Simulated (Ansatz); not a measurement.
Structure types of I were relaxed at one common pressure (all-electron LAPW in Ansatz 0.2.0 under PBE, scalar-relativistic, no spin polarisation, zero temperature). They take these volumes:

```json
{"type": "fcc", "space group": "Fm-3m", "V (Å³/atom)": "28.78"}
{"type": "bcc", "space group": "Im-3m", "V (Å³/atom)": "29.43"}
{"type": "distorted hcp", "space group": "P6_3/mmc", "V (Å³/atom)": "30.14"}
{"type": "simple hexagonal", "space group": "P6/mmm", "V (Å³/atom)": "32.95"}
{"type": "beta tin", "space group": "I4_1/amd", "V (Å³/atom)": "35.14"}
{"type": "diamond", "space group": "Fd-3m", "V (Å³/atom)": "43.68"}
```

Q: At about which pressure, and is the densest type also the lowest in enthalpy?

A: 7.9 GPa. The densest is fcc, and it is 59 meV/atom above simple hexagonal: its gain in pV doesn't pay for its higher energy here.
